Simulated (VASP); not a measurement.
**TePt: single point with PBEsol+U**

Crystal: TePt.

```
CELL_PARAMETERS angstrom
0.00000 3.24504 3.24504
3.24504 0.00000 3.24504
3.24504 3.24504 0.00000
ATOMIC_POSITIONS crystal
Pt 0.00000 0.00000 0.00000
Te 0.25000 0.25000 0.25000
```

Measurements of this composition are mostly on another form, of space group No. 166.

* Program: VASP 6.6.1
* Task: single point
* Functional: PBEsol
* Potentials or basis: VASP PAW PBE potentials, release 64 (Pt, Te)
* Cutoff: 520 eV
* k mesh: 5 × 5 × 5
* Occupations: gaussian, width 0.05 eV
* Spin: collinear spin, random start
* Starting moments: [-0.07, 0.0] μB
* Hubbard terms: Pt d U = 7 eV
* Further INCAR settings: ALGO = Fast; EDIFF = 1e-07; NBANDS = 19

- Pressure: -14.3 GPa
- Band gap on the k mesh: none (metal or under the smearing width)
- Net moment: -0.05 μB per cell
- Site moments: Pt -0.03; Te -0.01 μB
- Valence electrons inside the program's atomic spheres: Pt 9.59; Te 3.15

Levels at points of the mesh, in eV from the Fermi level:
Spin up:
```
           k point  band 3  band 4  band 5  band 6  band 7  band 8  band 9  band 10  band 11  band 12
(0.00, 0.00, 0.00)   -4.10   -4.10   -3.14   -3.14    1.63    1.73    1.73     1.73     6.24     6.24
```
Spin down:
```csv
k point,band 5,band 6,band 7,band 8,band 9,band 10
"(0.00, 0.00, 0.00)",-3.17,-3.17,1.61,1.70,1.70,1.70
```

Eigenvalues of the final occupation matrices:
| site | spin | trace | eigenvalues |
| --- | --- | --- | --- |
| site 1 d | 1 | 4.44 | 0.86 0.86 0.86 0.93 0.93 |
| site 1 d | 2 | 4.47 | 0.87 0.87 0.87 0.93 0.93 |

Run time: 21 s on 1 thread of Intel(R) Xeon(R) 6975P-C (Granite Rapids) (shared host), peak memory 0.24 GiB.

Caveat: the PAW data sets were made with another functional, which shifts forces and pressure a little; the U is typed as a test and isn't derived for this compound. The run has no spin-orbit coupling, so splittings on Pt, Te are missing.
